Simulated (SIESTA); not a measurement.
Runs of SIESTA 5.4.2 on BP. The structure is cubic, space group F-43m (No. 216). The conventional cell has a = 4.538 Å, b = 4.538 Å, c = 4.538 Å, α = 90.00°, β = 90.00°, γ = 90.00°. Around P (site symmetry -43m) lie 4 B at 1.97 Å. B (site symmetry -43m) has 4 P at 1.97 Å as nearest neighbours. 

```tsv
task	level	potentials or basis	energy shift	gap on the mesh (eV)	pressure (GPa)	V0 of scaled cells (Å³/atom)	B0 (GPa)
equation of state	PBEsol	PseudoDojo 0.4 standard (PBEsol files), DZP (energy shift 0.003 Ry)	0.003 Ry	-	-	11.79	(a)
band structure	RPBE	PseudoDojo 0.4 standard (PBE files), DZP (energy shift 0.002 Ry)	0.002 Ry	1.36	(b)	-	-
equation of state	PBE	PseudoDojo 0.4 standard (PBE files), DZP (energy shift 0.003 Ry)	0.003 Ry	-	-	12.00	158
band structure	PBE	PseudoDojo 0.4 standard (PBE files), TZP (energy shift 0.01 Ry)	0.01 Ry	1.23	3.5	-	-
equation of state	PBE	PseudoDojo 0.4 standard (PBE files), DZP (energy shift 0.002 Ry)	0.002 Ry	-	-	12.00	158
```

Alike in all rows: no spin polarisation; cell as given; k mesh 10 × 10 × 10; smearing fermi-dirac 0.05 eV; grid cutoff 500 Ry.

**Question.** Fill in the values left out.

**Answer.** (a) 164; (b) 5.4.

Caveats: the basis of atomic orbitals isn't converged, which shifts pressures, moduli and gaps; the potentials were made for another functional, which shifts forces and pressure (some runs).

A k mesh can miss the band edges.

Not every run made on this cell is shown here.
